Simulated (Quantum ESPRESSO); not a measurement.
A run of Quantum ESPRESSO 7.5:

The input pw.in:

```
&CONTROL
  calculation = 'vc-relax'
  prefix = 'pwscf'
  outdir = './tmp'
  pseudo_dir = './pseudo'
  tprnfor = .true.
  tstress = .true.
  disk_io = 'low'
  nstep = 40
  forc_conv_thr = 0.0004
  etot_conv_thr = 1d-05
/
&SYSTEM
  ibrav = 0
  nat = 3
  ntyp = 2
  ecutwfc = 64
  ecutrho = 515
  nbnd = 23
  occupations = 'smearing'
  smearing = 'fd'
  degauss = 0.00367493
/
&ELECTRONS
  conv_thr = 6d-10
  electron_maxstep = 120
  mixing_beta = 0.5
/
&IONS
  ion_dynamics = 'bfgs'
/
&CELL
  cell_dynamics = 'bfgs'
  press = 300
  press_conv_thr = 0.3
/
ATOMIC_SPECIES
Ta   180.9479 ta_pbesol_v1.uspp.F.UPF
N     14.0070 n_pbesol_v1.2.uspp.F.UPF
CELL_PARAMETERS angstrom
   3.1128615060    0.0000000000    0.0000000000
  -1.5564307530    2.6958171426    0.0000000000
   0.0000000000    0.0000000000    4.8698410000
ATOMIC_POSITIONS angstrom
Ta    -0.0000000002    1.7972114285    1.2404020710
Ta     1.5564307532    0.8986057141    3.6294389290
N      0.0000000000    0.0000000000    0.0000000000
K_POINTS automatic
10 10 6 0 0 0
```

Potentials or basis: GBRV 1.5 PBEsol.

Command:

```bash
$ OMP_NUM_THREADS=1 mpirun -n 2 pw.x -nk 2 -in pw.in > pw.out
```

Hardware: 2 MPI ranks on Intel(R) Xeon(R) Processor @ 2.70GHz, on a shared host.

Task: How long does it take, and how much memory?

Result: It took 5.5 min on 2 MPI ranks on Intel(R) Xeon(R) Processor @ 2.70GHz, with other jobs on the host, peak memory 0.56 GiB a rank. Counts: scf iterations 70, k pools 2, bands 23, ion steps 8, k points 72, g dense 54463.
